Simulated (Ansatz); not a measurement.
## Generalised stacking fault in WC

Method: DFT PBEsol, scalar-relativistic, plane waves, PAW (Ansatz 0.2.0). Settings: plane waves to 420 eV, k-mesh 19×19×7 (Γ-centred), Gaussian smearing 0.15 eV. Spin–orbit coupling is left out, which can shift energies with elements as heavy as these. No spin polarisation. Energies are free energies at this smearing, counted from the undisturbed cell; pressure is positive in compression.

The undisturbed cell (relaxed at this level; this rock-salt form isn't the usual structure):

```yaml
crystal:
  lattice:
    - [-2.17269, -2.17269, 0.00000]
    - [2.17269, -2.17269, 0.00000]
    - [0.00000, 0.00000, 8.69074]
  atoms:
    - { symbol: W, position: [0.50000, 0.50000, 0.12500] }
    - { symbol: W, position: [0.00000, 0.00000, 0.37500] }
    - { symbol: W, position: [0.50000, 0.50000, 0.62500] }
    - { symbol: W, position: [0.00000, 0.00000, 0.87500] }
    - { symbol: C, position: [0.00000, 0.00000, 0.12500] }
    - { symbol: C, position: [0.50000, 0.50000, 0.37500] }
    - { symbol: C, position: [0.00000, 0.00000, 0.62500] }
    - { symbol: C, position: [0.50000, 0.50000, 0.87500] }
```

The cut lies on the cell's a–b face, a (0 0 1) plane (indices in the standard cell, whose axes needn't be the Cartesian ones shown) of area 9.44 Å², between layers 2.17 Å apart. Vector c is tilted by f times 1·a + 0·b (length 3.073 Å) with the atoms' Cartesian places fixed: one unrelaxed fault a cell. The cell is metallic on the mesh throughout.

| f | γ (mJ/m²) | shear traction, the slope of γ along the slip (GPa) |
| --- | --- | --- |
| 0.0000 | 0 | 0.0 |
| 0.1000 | 123 | 7.5 |
| 0.2000 | 514 | 19.0 |
| 0.3000 | 1254 | 26.8 |
| 0.4000 | 1972 | 16.6 |
| 0.5000 | 2221 | 0.0 |

By symmetry 0.6000 repeats 0.4000, 0.8000 repeats 0.2000, 0.7000 repeats 0.3000, 0.9000 repeats 0.1000 in energy, with the opposite slope along the path.

Cost: 6 runs of about 12 core-minutes in all, on Arm Neoverse V2 (shared hosts).